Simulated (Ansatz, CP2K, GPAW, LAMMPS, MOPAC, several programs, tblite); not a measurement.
**Many methods on one cell: Si (C2/m)**

An 8-atom cell of Si (C2/m) from a materials database, relaxed with r2SCAN in Ansatz, was computed with several methods. Space group C2/m (No. 12), monoclinic; a = 13.839 Å, b = 3.851 Å, c = 6.335 Å, β = 96.8° in the conventional setting, 20.95 Å³ an atom. Around Si lie 4 Si at 2.34–2.38 Å; around Si lie 4 Si at 2.38–2.42 Å; around Si lie 4 Si at 2.32–2.34 Å; around Si lie 4 Si at 2.32–2.42 Å. No spin polarisation and no zero-point or thermal motion.

```
Si
1.0
     6.91967   -1.92533   -0.00001
     6.91967    1.92533   -0.00001
    -0.74746    0.00000    6.29112
Si
8
Direct
  0.05562 0.05562 0.87408
  0.94438 0.94438 0.12592
  0.55900 0.55900 0.65354
  0.44100 0.44100 0.34646
  0.21283 0.21283 0.05731
  0.78717 0.78717 0.94269
  0.72709 0.72709 0.58547
  0.27291 0.27291 0.41453
```

Gaps and times are for a single point on this cell; volume and bulk modulus come from each method's own relaxation or energy curve at fixed shape, which is too stiff where a cell has free coordinates or axes. Times are rough, from shared hosts (Arm Neoverse V2), and each method has its own mesh and cell size. A double dagger marks a value from a curve with shape and coordinates held. A star marks a curve whose lowest point is an end point. PM6 (MOPAC), PM7 (MOPAC), GFN1-xTB (tblite), GFN2-xTB (tblite) treat a cluster of cells at its zone centre, which samples few k points: where these miss a band edge, the gap comes out too large for that reason alone. Gaps from k meshes are read at a limited set of points (mesh, symmetry points, PBE's band edges), so each method's own least gap may be somewhat smaller. Force fields have no electrons; where one was fitted to this phase, its volume and modulus reflect the fit. xTB and the PM methods were fitted mostly to molecules, and can miss a solid's gap by electronvolts. Minimal bases can be far off for gaps. GLLB-SC's gap includes the derivative discontinuity. d marks a direct gap, i an indirect one (no mark: not told apart), a dash a value that wasn't computed or didn't pass its checks.

| method | kind | gap (eV) | own volume (Å³/atom) | bulk modulus (GPa) | atoms computed | processor time |
| --- | --- | --- | --- | --- | --- | --- |
| Si.sw (LAMMPS) | force field | – | 21.13 | 98‡ | 8 | 0.09 s |
| Si.tersoff (LAMMPS) | force field | – | 20.66 | 94‡ | 8 | 0.09 s |
| SiC_Erhart-Albe.tersoff (LAMMPS) | force field | – | 20.99 | 92‡ | 8 | 0.09 s |
| Si.edip (LAMMPS) | force field | – | 21.33 | – | 8 | 0.1 s |
| non-self-consistent DFTB (CP2K) | tight binding | 2.27 d | – | – | 8 | 0.59 s |
| light PBE (260 eV and a coarse mesh) | light plane-wave | 0.25 i | 21.29‡ | 85‡ | 8 | 2 s |
| GFN1-xTB (tblite) | tight binding | 0.27 | 23.04*‡ | 80*‡ | 96 | 5.2 s |
| GFN2-xTB (tblite) | tight binding | 1.48 | 20.42‡ | 111‡ | 96 | 7.9 s |
| PBE/SZV (CP2K) | small basis | 1.68 i | 22.29‡ | 83‡ | 8 | 14 s |
| PBE | semilocal | 0.26 i | 21.25 | 84‡ | 8 | 16 s |
| PM7 (MOPAC) | semi-empirical | 6.60 | 18.89*‡ | 169*‡ | 96 | 23 s |
| PBE/DZVP (CP2K) | small basis | 0.27 i | 21.19‡ | 85‡ | 8 | 33 s |
| r2SCAN | semilocal | 0.41 i | 20.95 | 92‡ | 8 | 38 s |
| GLLB-SC (GPAW) | model potential | 0.62 | – | – | 8 | 94 s |
| PM6 (MOPAC) | semi-empirical | 3.92 | – | – | 96 | 3.6 min |

Against r2SCAN (0.41 eV) and with closed or daggered gaps left aside, the nearest gap at the points sampled is that of PBE/DZVP (CP2K) (-0.14 eV) and the farthest that of PM7 (MOPAC) (+6.19 eV). r2SCAN is only a yardstick of convenience: semilocal gaps usually lie below measured ones, which GLLB-SC and hybrids aim to mend.

Volumes against r2SCAN's: Si.sw (LAMMPS) +0.8 %, Si.tersoff (LAMMPS) -1.4 %, SiC_Erhart-Albe.tersoff (LAMMPS) +0.2 %, Si.edip (LAMMPS) +1.8 %, PBE +1.4 %.
